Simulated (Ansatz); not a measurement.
# LiH: the cost of one run

Method: reference: DFT, HSE06, plane waves, PAW, in Ansatz 0.2.0.

1 further run of the same task is left out (it didn't finish).

**1. The structure to begin with**

It takes space group Pm-3m (No. 221, cubic). The conventional cell has a = 2.502 Å, b = 2.502 Å, c = 2.502 Å, α = 90.00°, β = 90.00°, γ = 90.00°. Around Li (site symmetry m-3m) lie 8 H at 2.17 Å. H (site symmetry m-3m) is surrounded by 8 Li at 2.17 Å.

Structure file:

```
CELL_PARAMETERS angstrom
2.50166 0.00000 0.00000
0.00000 2.50166 0.00000
0.00000 0.00000 2.50166
ATOMIC_POSITIONS crystal
Li 0.00000 0.00000 0.00000
H 0.50000 0.50000 0.50000
```

**2. Baseline**

The input, input.yaml:

```yaml
crystal:
  lattice:
    - [2.5016587112, 0.0, 0.0]
    - [0.0, 2.5016587112, 0.0]
    - [0.0, 0.0, 2.5016587112]
  atoms:
    - { symbol: Li, position: [0.0, 0.0, 0.0] }
    - { symbol: H, position: [0.5, 0.5, 0.5] }
kpoints:
  mp_grid: { grid: [4, 4, 4] }
hamiltonian:
  xc: hse06
scf:
  occupations: { method: fixed }
  n_extra_bands: 4
output:
  forces: true
  stress: true
  eigenvalues: true
```

The run is started by

```
$ ansatz run input.yaml --threads 4 --pin off --max-ram 3686MiB --backend cpu --events-out ev --progress --plain --runs-dir out
```

What time and memory should one allow on 4 threads of Arm Neoverse V1, shared host?

About 1.3 s, with a peak of 0.34 GiB.
